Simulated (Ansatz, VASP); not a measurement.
Given: the input of a run of Ansatz 0.2.0 on ZrSe2.

File input.yaml:

```yaml
crystal:
  lattice:
    - [3.798, 0.0, 0.0]
    - [-1.899, 3.2891644836, 0.0]
    - [0.0, 0.0, 6.192]
  atoms:
    - { symbol: Zr, position: [0.0, 0.0, 0.0] }
    - { symbol: Se, position: [0.6666666667, 0.3333333333, 0.75] }
    - { symbol: Se, position: [0.3333333333, 0.6666666667, 0.25] }
hamiltonian:
  xc: pbe
  pseudopotentials: { kind: paw }
kpoints:
  mp_grid: { grid: [8, 8, 5] }
scf:
  occupations: { method: fermi_dirac, width: 0.05 }
output:
  forces: true
  stress: true
  eigenvalues: true
```

Potentials or basis: Ansatz PAW.

Run with:

```console
$ ansatz run input.yaml --threads 1 --pin off --max-ram 3584MiB --backend cpu --events-out ev --progress --plain --runs-dir out
```

Question: Set up the same calculation for VASP 6.6.1. Potentials there: VASP PAW PBE potentials, release 64 (Zr_sv, Se).

Answer: As run (the cutoff follows the program's own potentials):

Contents of INCAR:

```
SYSTEM = ZrSe2
  ALGO = Normal
  EDIFF = 1E-7
  ENCUT = 520
  GGA = PE
  ISIF = 2
  ISMEAR = -1
  LASPH = .True.
  LCHARG = .False.
  LREAL = .False.
  LWAVE = .False.
  NBANDS = 19
  NELM = 80
  PREC = Accurate
  SIGMA = 0.05
```

The input KPOINTS:

```
k-points
0
Gamma
  8 8 5
  0 0 0
```

The input POSCAR:

```
ZrSe2
1.0
    3.7980000000      0.0000000000      0.0000000000
   -1.8990000000      3.2891644836      0.0000000000
    0.0000000000      0.0000000000      6.1920000000
Zr Se
1 2
Direct
    0.0000000000      0.0000000000      0.0000000000
    0.6666666667      0.3333333333      0.7500000000
    0.3333333333      0.6666666667      0.2500000000
```

Potentials or basis: VASP PAW PBE potentials, release 64 (Zr_sv, Se).

Command:

```bash
$ cat potpaw_PBE.64/Zr_sv/POTCAR potpaw_PBE.64/Se/POTCAR > POTCAR
$ mpirun -np 1 vasp_std > vasp.out
```

Both were run:

|  | VASP | Ansatz | Ansatz less VASP |
| --- | --- | --- | --- |
| gap on the k mesh at the Fermi level (eV) | 0.41 | 0.41 | +0.002 |
| least direct gap on the mesh (eV) | 1.05 | 1.06 | +0.003 |
| pressure (GPa) | 2.0 | 1.9 | -0.10 |
| largest component of the traceless stress (GPa) | 1.15 | 1.14 | -0.001 |
| rms of the force components (eV/Å) | 0.142 | 0.134 | -0.0083 |

Atom by atom the forces differ by 0.008 eV/Å (rms over components). The functional is the same, so the differences come from potentials, cutoffs and numerics. The two sets of potentials don't hold the same shells in valence.

Caveats: this functional lacks dispersion, which binds the layers, so the pressure and a relaxed spacing across them are unreliable; an odd mesh through Γ misses points on the zone boundary, where band edges often lie (VASP); odd divisions of the mesh miss points on the zone boundary, where band edges often lie, so the gap on the mesh can be too wide (Ansatz). A hybrid or GW would open this gap; PBE tends to underestimate it.
